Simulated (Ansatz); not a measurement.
Runs of Ansatz 0.2.0 on Ge. The structure is orthorhombic, space group Cmcm (No. 63). The conventional cell has a = 2.976 Å, b = 5.189 Å, c = 4.728 Å, α = 90.00°, β = 90.00°, γ = 90.00°. Ge (site symmetry m2m) is surrounded by 12 Ge at 2.92 to 2.99 Å. This isn't the form of Ge at room conditions, which is diamond.

```csv
task,level,potentials or basis,cell,cutoff (eV),gap on the mesh (eV),pressure (GPa),V0 of scaled cells (Å³/atom),relaxed volume (Å³/atom),B0 (GPa)
relaxation of cell and atoms,RPBE,Ansatz PAW,relaxed,420,none,0.0,-,19.76,-
equation of state,PBEsol,Ansatz PAW earlier set,as given,820,-,-,18.38,-,77
relaxation of cell and atoms,PBEsol,Ansatz PAW,relaxed,420,none,0.0,-,18.36,-
relaxation of cell and atoms,LDA,Ansatz PAW,relaxed,420,none,0.0,-,17.92,-
equation of state,PBEsol,Ansatz PAW,as given,420,-,-,18.37,-,77
relaxation of cell and atoms,BLYP,Ansatz PAW,relaxed,420,none,0.0,-,21.46,-
equation of state,PBEsol,PseudoDojo stringent,as given,1687,-,-,18.41,-,(b)
relaxation of cell and atoms,revPBE,Ansatz PAW,relaxed,420,none,0.0,-,(a),-
```

Alike in all rows: no spin polarisation; k mesh 10 × 10 × 6; smearing fermi-dirac 0.05 eV.

Problem. Fill in the values left out.

Solution. (a) 19.63; (b) 76.

Caveats: the plane-wave basis is chosen anew once the cell has moved, so the energies of steps on either side of that aren't comparable (some runs); the PAW data sets come from PBE, with cores solved anew for the run's functional, which leaves a small shift of forces and pressure (some runs); the cell was scaled at fixed shape and fractional positions, which overstates the stiffness of a crystal with free parameters, most of all of layers and chains (some runs); the volume moved by over 15 % at a fixed basis, so the end points are rough (some runs).

A k mesh can miss the band edges, and the runs leave out spin-orbit coupling on Ge.

A gap of «none» marks a metal or a gap under the smearing width.
